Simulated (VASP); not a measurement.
# W2C (P-3m1) in VASP: equation of state

Aim: energy against volume of W2C in PBE, for its equilibrium volume and stiffness.

Program: VASP 6.6.1. These are calculated values, not measurements. Logs are shortened: lines on timing, memory, paths and dates and some standing lists are left out, and cuts for length are marked.

### Step 1. The structure

The structure is trigonal, space group P-3m1 (No. 164). Conventional cell: a = 3.070 Å, b = 3.070 Å, c = 4.678 Å, α = 90.00°, β = 90.00°, γ = 120.00°. W (site symmetry 3m) has 3 C at 2.13 Å as nearest neighbours. C (site symmetry -3m) has 6 W at 2.13 Å as nearest neighbours.

The cell comes from a database or a generator and needn't be the stable form of this composition.

### Step 2. Equation of state, PBE, 11.97 Å³/atom (volume scaled by 0.94)

File INCAR:

```
PREC     = Accurate       # precision mode
ENCUT    = 520            # plane-wave cutoff, eV
EDIFF    = 1E-7           # SCF threshold, eV
ISMEAR   = -1             # smearing method
SIGMA    = 0.05           # smearing width, eV
LREAL    = F              # projectors in reciprocal space
LASPH    = T              # aspherical terms in the spheres
NELM     = 80             # most SCF steps
ALGO     = Normal         # electronic algorithm
ISIF     = 2              # what is computed and relaxed
LWAVE    = F              # write WAVECAR
LCHARG   = F              # write CHGCAR
GGA      = PE             # functional
NBANDS   = 23             # bands
```

File KPOINTS:

```
regular mesh
0
Gamma
  10 10 6
```

File POSCAR:

```
W2C
1.0
    3.0073740640      0.0000000000      0.0000000000
   -1.5036870320      2.6044623381      0.0000000000
    0.0000000000      0.0000000000      4.5829230794
W C
2 1
Direct
    0.6666666667      0.3333333333      0.2536690000
    0.3333333333      0.6666666667      0.7463310000
    0.0000000000      0.0000000000      0.0000000000
```

Potentials or basis: VASP PAW PBE potentials, release 64 (W_sv, C).

On the command line:

```bash
cat potpaw_PBE.64/W_sv/POTCAR potpaw_PBE.64/C/POTCAR > POTCAR
mpirun -np 1 vasp_std > vasp.out
```

OUTCAR:

```text
PREC = Accurate
   ENCUT = 520
   EDIFF = 1E-7
   ISMEAR = -1
   LREAL = F
   LASPH = T
   NELM = 80
   ISIF = 2
   GGA = PE

 ion  position               nearest neighbor table
   1  0.667  0.333  0.254-   3 2.09   3 2.09   3 2.09   2 2.85   2 2.85   2 2.85   2 2.90   2 2.90
                             2 2.90
   2  0.333  0.667  0.746-   3 2.09   3 2.09   3 2.09   1 2.85   1 2.85   1 2.85   1 2.90   1 2.90
                             1 2.90
   3  0.000  0.000  0.000-   1 2.09   2 2.09   2 2.09   1 2.09   1 2.09   2 2.09

  LATTYP: Found a hexagonal cell.
 ALAT       =     3.0073740640
 C/A-ratio  =     1.5238952594

  Lattice vectors:

 A1 = (   3.0073740640,   0.0000000000,   0.0000000000)
 A2 = (  -1.5036870320,   2.6044623381,   0.0000000000)
 A3 = (   0.0000000000,   0.0000000000,   4.5829230794)

Analysis of symmetry for initial positions (statically):
=====================================================================
 Subroutine PRICEL returns:
 Original cell was already a primitive cell.

 Routine SETGRP: Setting up the symmetry group for a
 hexagonal supercell.

 Subroutine GETGRP returns: Found 12 space group operations
 (whereof 12 operations were pure point group operations)
 out of a pool of 24 trial point group operations.

The static configuration has the point symmetry D_3d.

Analysis of symmetry for dynamics (positions and initial velocities):
=====================================================================
 Subroutine PRICEL returns:
 Original cell was already a primitive cell.

 Routine SETGRP: Setting up the symmetry group for a
 hexagonal supercell.

 Subroutine GETGRP returns: Found 12 space group operations
 (whereof 12 operations were pure point group operations)
 out of a pool of 24 trial point group operations.

The dynamic configuration has the point symmetry D_3d.

 Subroutine INISYM returns: Found 12 space group operations
 (whereof 12 operations are pure point group operations),
 and found     1 'primitive' translations

----------------------------------------------------------------------------------------

                                     Primitive cell

  volume of cell :      35.8962

  direct lattice vectors                    reciprocal lattice vectors
     3.007374064  0.000000000  0.000000000     0.332516002  0.191978203  0.000000000
    -1.503687032  2.604462338  0.000000000     0.000000000  0.383956406  0.000000000
     0.000000000  0.000000000  4.582923079     0.000000000  0.000000000  0.218201349

  length of vectors
     3.007374064  3.007374064  4.582923079     0.383956406  0.383956406  0.218201349

  position of ions in fractional coordinates (direct lattice)
     0.666666667  0.333333333  0.253669000
     0.333333333  0.666666667  0.746331000
     0.000000000  0.000000000  0.000000000

  ion indices of the primitive-cell ions
   primitive index   ion index
                 1           1
                 2           2
                 3           3

----------------------------------------------------------------------------------------

 KPOINTS: regular mesh

Automatic generation of k-mesh.
 Grid dimensions read from file:
 generate k-points for:   10   10    6

 Generating k-lattice:

  Cartesian coordinates                     Fractional coordinates (reciprocal lattice)
     0.033251600  0.019197820  0.000000000     0.100000000  0.000000000  0.000000000
     0.000000000  0.038395641  0.000000000     0.000000000  0.100000000  0.000000000
     0.000000000  0.000000000  0.036366892     0.000000000  0.000000000  0.166666667

  Length of vectors
     0.038395641  0.038395641  0.036366892

  Shift w.r.t. Gamma in fractional coordinates (k-lattice)
     0.000000000  0.000000000  0.000000000

 Subroutine IBZKPT returns following result:
 ===========================================

 Found     72 irreducible k-points:

 Following reciprocal coordinates:
            Coordinates               Weight
  0.000000  0.000000  0.000000      1.000000
  0.100000  0.000000  0.000000      6.000000
  0.200000  0.000000  0.000000      6.000000
  0.300000  0.000000  0.000000      6.000000
  0.400000  0.000000  0.000000      6.000000
  0.500000  0.000000  0.000000      3.000000
[... 42 lines left out ...]
 -0.100000  0.300000  0.333333     12.000000
  0.300000  0.100000  0.333333     12.000000
 [... further k-points ...]
   k-points           NKPTS =     72   k-points in BZ     NKDIM =     72   number of bands    NBANDS=     23
   number of dos      NEDOS =    301   number of ions     NIONS =      3
   total plane-waves  NPLWV =  20736
   dimension x,y,z NGX =    24 NGY =   24 NGZ =   36
   dimension x,y,z NGXF=    48 NGYF=   48 NGZF=   72
   ions per type =               2   1
   NGX,Y,Z   is equivalent  to a cutoff of  13.27, 13.27, 13.06 a.u.
   NGXF,Y,Z  is equivalent  to a cutoff of  26.53, 26.53, 26.12 a.u.
 SYSTEM =  unknown system
   PREC   = accura    normal or accurate (medium, high low for compatibility)
[... 39 lines left out ...]
 non-spin polarized calculation
  energy-cutoff  :      520.00
  volume of cell :       35.90
 maximum number of plane-waves:      1007
 NGX is ok and might be reduce to    24
   NGX = 11   NGY = 11   NGZ = 17

 number of electron      31.9999996 magnetization

 Free energy of the ion-electron system (eV)
  ---------------------------------------------------
  ext. energy  EPLUGINS =         0.00000000
  ---------------------------------------------------
  free energy    TOTEN  =       -34.82864721 eV

  energy without entropy =      -34.81066308  energy(sigma->0) =      -34.81965515

 E-fermi :  12.4063     XC(G=0): -13.8022

 val. band max:       12.3978562670   @ k =   0.1000   0.1000   0.1667
 cond. band min:      12.4237535739   @ k =  -0.1000   0.4000   0.3333
 fundamental gap:      0.0258973069
 Fermi energy:        12.4063117593

 k-point     1 :       0.0000    0.0000    0.0000
  band No.  band energies     occupation
      1     -62.3095      2.00000
      2     -62.2085      2.00000
      3     -27.1413      2.00000
      4     -26.3750      2.00000
      5     -26.3750      2.00000
      6     -26.2111      2.00000
[... 15 lines left out ...]
     22      19.4987      0.00000
     23      20.4352      0.00000

 k-point     2 :       0.1000    0.0000    0.0000
  band No.  band energies     occupation
      1     -62.3037      2.00000
      2     -62.2071      2.00000
      3     -27.1102      2.00000
      4     -26.4348      2.00000
      5     -26.3981      2.00000
      6     -26.2698      2.00000
[... 15 lines left out ...]
     22      19.5607      0.00000
     23      20.2626      0.00000

 k-point     3 :       0.2000    0.0000    0.0000
  band No.  band energies     occupation
      1     -62.2881      2.00000
      2     -62.2040      2.00000
      3     -27.0227      2.00000
      4     -26.5904      2.00000
      5     -26.4543      2.00000
      6     -26.4184      2.00000
[... 15 lines left out ...]
     22      18.9870      0.00000
     23      19.7077      0.00000

 k-point     4 :       0.3000    0.0000    0.0000
  band No.  band energies     occupation
      1     -62.2671      2.00000
      2     -62.2018      2.00000
      3     -26.8980      2.00000
      4     -26.7792      2.00000
      5     -26.5933      2.00000
      6     -26.5186      2.00000
[... 15 lines left out ...]
     22      18.6980      0.00000
     23      18.7733      0.00000

 k-point     5 :       0.4000    0.0000    0.0000
  band No.  band energies     occupation
      1     -62.2474      2.00000
      2     -62.2027      2.00000
      3     -26.9379      2.00000
      4     -26.7600      2.00000
      5     -26.7276      2.00000
      6     -26.5680      2.00000
[... 850 lines left out ...]
 k-point    38 :       0.1000    0.0000    0.3333
  band No.  band energies     occupation
      1     -62.2798      2.00000
      2     -62.2313      2.00000
      3     -26.8793      2.00000
      4     -26.4185      2.00000
      5     -26.3720      2.00000
      6     -26.3475      2.00000
[... 15 lines left out ...]
     22      17.2649      0.00000
     23      18.3144      0.00000

 k-point    39 :       0.0000    0.1000    0.3333
  band No.  band energies     occupation
      1     -62.2798      2.00000
      2     -62.2313      2.00000
      3     -26.8775      2.00000
      4     -26.4195      2.00000
      5     -26.3722      2.00000
      6     -26.3587      2.00000
[... 15 lines left out ...]
     22      17.5843      0.00000
     23      17.8648      0.00000

 k-point    40 :       0.2000    0.0000    0.3333
  band No.  band energies     occupation
      1     -62.2672      2.00000
      2     -62.2251      2.00000
      3     -26.8945      2.00000
      4     -26.5750      2.00000
      5     -26.4562      2.00000
      6     -26.3915      2.00000
[... 15 lines left out ...]
     22      18.5279      0.00000
     23      19.8158      0.00000

 [... further k-points ...]

------------------------ aborting loop because EDIFF is reached ----------------------------------------

  FORCE on cell =-STRESS in cart. coord.  units (eV):
  Direction    XX          YY          ZZ          XY          YZ          ZX
  --------------------------------------------------------------------------------------
  -------------------------------------------------------------------------------------
  Total        4.8378133      4.8378133      5.4334058      0.0000000      0.0000000     -0.0000000
  in kB      215.9293049    215.9293049    242.5127748      0.0000000      0.0000000     -0.0000000
  external PRESSURE =     224.7904615 kB  Pullay stress =       0.0000000 kB

 VOLUME and BASIS-vectors are now :
 -----------------------------------------------------------------------------
  energy-cutoff  :      520.00
  volume of cell :       35.90
      direct lattice vectors                 reciprocal lattice vectors
     3.007374064  0.000000000  0.000000000     0.332516002  0.191978203  0.000000000
    -1.503687032  2.604462338  0.000000000     0.000000000  0.383956406  0.000000000
     0.000000000  0.000000000  4.582923079     0.000000000  0.000000000  0.218201349

 POSITION                                       TOTAL-FORCE (eV/Angst)
 -----------------------------------------------------------------------------------
      1.50369      0.86815      1.16255        -0.000000     -0.000000      0.649493
     -0.00000      1.73631      3.42038         0.000000      0.000000     -0.649493
      0.00000      0.00000      0.00000        -0.000000      0.000000      0.000000
 -----------------------------------------------------------------------------------
    total drift:                                0.000000     -0.000000     -0.000000

  FREE ENERGIE OF THE ION-ELECTRON SYSTEM (eV)
  ---------------------------------------------------
  free  energy   TOTEN  =       -34.8286472090 eV

  energy  without entropy=      -34.8106630836  energy(sigma->0) =      -34.81965515
```

Wall time 31 s (1 thread of AMD EPYC 9R45 (Zen 5), shared host); peak memory 0.15 GiB.

What came out:

```yaml
Free_energy: -34.8286 eV
Pressure: 22.5 GPa
Largest_force: 0.649 eV/Å
Band_gap_on_the_k_mesh: none (metal or under the smearing width)
```

### Step 3. Equation of state, PBE, 12.22 Å³/atom (volume scaled by 0.96)

File INCAR:

```
ALGO     = Normal         # electronic algorithm
EDIFF    = 1E-7           # SCF threshold, eV
ENCUT    = 520            # plane-wave cutoff, eV
GGA      = PE             # functional
ISIF     = 2              # what is computed and relaxed
ISMEAR   = -1             # smearing method
LASPH    = T              # aspherical terms in the spheres
LCHARG   = F              # write CHGCAR
LREAL    = F              # projectors in reciprocal space
LWAVE    = F              # write WAVECAR
NBANDS   = 23             # bands
NELM     = 80             # most SCF steps
PREC     = Accurate       # precision mode
SIGMA    = 0.05           # smearing width, eV
```

File KPOINTS:

```
k-points
0
Gamma
  10 10 6
```

File POSCAR:

```
W2C
1.0
    3.0285534524      0.0000000000      0.0000000000
   -1.5142767262      2.6228042265      0.0000000000
    0.0000000000      0.0000000000      4.6151982490
W C
2 1
Direct
    0.6666666667      0.3333333333      0.2536690000
    0.3333333333      0.6666666667      0.7463310000
    0.0000000000      0.0000000000      0.0000000000
```

Potentials or basis: VASP PAW PBE potentials, release 64 (W_sv, C).

On the command line:

```bash
cat potpaw_PBE.64/W_sv/POTCAR potpaw_PBE.64/C/POTCAR > POTCAR
mpirun -np 1 vasp_std > vasp.out
```

Wall time 35 s (1 thread of AMD EPYC 9R45 (Zen 5), shared host); peak memory 0.15 GiB.

The run converged. Its results:

- Free energy: -34.9152 eV
- Pressure: 13.8 GPa
- Largest force: 0.435 eV/Å
- Band gap on the k mesh: none (metal or under the smearing width)

### Step 4. Equation of state, PBE, 12.47 Å³/atom (volume scaled by 0.98)

File INCAR:

```
ALGO = Normal ; EDIFF = 1E-7
ENCUT = 520 ; GGA = PE
ISIF = 2 ; ISMEAR = -1
LASPH = True ; LCHARG = False
LREAL = False ; LWAVE = False
NBANDS = 23 ; NELM = 60
PREC = Accurate ; SIGMA = 0.05
```

KPOINTS is that of step 3.

File POSCAR:

```
W2C
1.0
    3.0494406880      0.0000000000      0.0000000000
   -1.5247203440      2.6408931031      0.0000000000
    0.0000000000      0.0000000000      4.6470282083
W C
2 1
Direct
    0.6666666667      0.3333333333      0.2536690000
    0.3333333333      0.6666666667      0.7463310000
    0.0000000000      0.0000000000      0.0000000000
```

On the command line:

```bash
cat potpaw_PBE.64/W_sv/POTCAR potpaw_PBE.64/C/POTCAR > POTCAR
mpirun -np 1 vasp_std > vasp.out
```

It took 39 s on 1 thread of AMD EPYC 9R45 (Zen 5), shared host; peak memory 0.15 GiB.

Results (log left out):

```
Free energy            : -34.9625 eV
Pressure               : 6.0 GPa
Largest force          : 0.236 eV/Å
Band gap on the k mesh : none (metal or under the smearing width)
```

### Step 5. Equation of state, PBE, 12.98 Å³/atom (volume scaled by 1.02)

File INCAR:

```
SYSTEM = W2C
PREC = Accurate
ENCUT = 520
EDIFF = 1E-7
ISMEAR = -1
SIGMA = 0.05
LREAL = .FALSE.
LASPH = .TRUE.
NELM = 100
ALGO = Normal
ISIF = 2
LWAVE = .FALSE.
LCHARG = .FALSE.
GGA = PE
NBANDS = 23
```

File KPOINTS:

```
regular mesh
0
G
  10 10 6
  0 0 0
```

File POSCAR:

```
W2C
1.0
    3.0903776626      0.0000000000      0.0000000000
   -1.5451888313      2.6763455631      0.0000000000
    0.0000000000      0.0000000000      4.7094118698
W C
2 1
Direct
    0.6666666667      0.3333333333      0.2536690000
    0.3333333333      0.6666666667      0.7463310000
    0.0000000000      0.0000000000      0.0000000000
```

On the command line:

```bash
cat potpaw_PBE.64/W_sv/POTCAR potpaw_PBE.64/C/POTCAR > POTCAR
mpirun -np 1 vasp_std > vasp.out
```

Run time: 39 s. Hardware: 1 thread of AMD EPYC 9R45 (Zen 5), shared host; peak memory 0.15 GiB.

The run converged. Its results:

* Free energy: -34.9547 eV
* Pressure: -7.3 GPa
* Largest force: 0.114 eV/Å
* Band gap on the k mesh: none (metal or under the smearing width)

### Step 6. Equation of state, PBE, 13.24 Å³/atom (volume scaled by 1.04)

File INCAR:

```
PREC     = Accurate       # precision mode
ENCUT    = 520            # plane-wave cutoff, eV
EDIFF    = 1E-7           # SCF threshold, eV
ISMEAR   = -1             # smearing method
SIGMA    = 0.05           # smearing width, eV
LREAL    = F              # projectors in reciprocal space
LASPH    = T              # aspherical terms in the spheres
NELM     = 80             # most SCF steps
ALGO     = Normal         # electronic algorithm
ISIF     = 2              # what is computed and relaxed
LWAVE    = F              # write WAVECAR
LCHARG   = F              # write CHGCAR
GGA      = PE             # functional
NBANDS   = 23             # bands
```

File KPOINTS:

```
Automatic mesh
0
Gamma
  10 10 6
```

File POSCAR:

```
W2C
1.0
    3.1104456123      0.0000000000      0.0000000000
   -1.5552228062      2.6937249173      0.0000000000
    0.0000000000      0.0000000000      4.7399933233
W C
2 1
Direct
    0.6666666667      0.3333333333      0.2536690000
    0.3333333333      0.6666666667      0.7463310000
    0.0000000000      0.0000000000      0.0000000000
```

Potentials or basis: VASP PAW PBE potentials, release 64 (W_sv, C).

On the command line:

```bash
cat potpaw_PBE.64/W_sv/POTCAR potpaw_PBE.64/C/POTCAR > POTCAR
mpirun -np 1 vasp_std > vasp.out
```

Run time: 31 s. Hardware: 1 thread of AMD EPYC 9R45 (Zen 5), shared host; peak memory 0.15 GiB.

The run converged. Its results:

```yaml
Free_energy: -34.9065 eV
Pressure: -13.0 GPa
Largest_force: 0.270 eV/Å
Band_gap_on_the_k_mesh: none (metal or under the smearing width)
```

### Step 7. Equation of state, PBE, 13.49 Å³/atom (volume scaled by 1.06)

File INCAR:

```
SYSTEM = W2C
PREC = Accurate ; ENCUT = 520
EDIFF = 1E-7 ; ISMEAR = -1
SIGMA = 0.05 ; LREAL = .False.
LASPH = .True. ; NELM = 60
ALGO = Normal ; ISIF = 2
LWAVE = .False. ; LCHARG = .False.
GGA = PE ; NBANDS = 23
```

File KPOINTS:

```
Automatic mesh
0
Gamma
  10 10 6
  0 0 0
```

File POSCAR:

```
W2C
1.0
    3.1302579020      0.0000000000      0.0000000000
   -1.5651289510      2.7108828635      0.0000000000
    0.0000000000      0.0000000000      4.7701851776
W C
2 1
Direct
    0.6666666667      0.3333333333      0.2536690000
    0.3333333333      0.6666666667      0.7463310000
    0.0000000000      0.0000000000      0.0000000000
```

On the command line:

```bash
cat potpaw_PBE.64/W_sv/POTCAR potpaw_PBE.64/C/POTCAR > POTCAR
mpirun -np 1 vasp_std > vasp.out
```

Run time: 31 s. Hardware: 1 thread of AMD EPYC 9R45 (Zen 5), shared host; peak memory 0.15 GiB.

It converged, with:

| Property | Result |
| --- | --- |
| Free energy | -34.8327 eV |
| Pressure | -18.1 GPa |
| Largest force | 0.413 eV/Å |
| Band gap on the k mesh | none (metal or under the smearing width) |

### Step 8. Equation of state, PBE

Potentials or basis: VASP PAW PBE potentials, release 64 (W_sv, C).

This step only gathers the single runs of the series.

What came out:

| Quantity | Value |
| --- | --- |
| Equilibrium volume | 12.69 Å³/atom |
| Bulk modulus at fixed shape and positions | 336 GPa |
| Pressure derivative of the bulk modulus | 4.3 |

Energy against volume, from the lowest point:
```csv
volume (Å³/atom),energy (meV/atom)
11.965,48.60
12.220,19.75
12.475,3.99
12.729,0.00
12.984,6.58
13.238,22.65
13.493,47.25
```

Caveat: the cell was scaled at fixed shape and fractional positions, which overstates the stiffness of a crystal with free parameters, most of all of layers and chains.
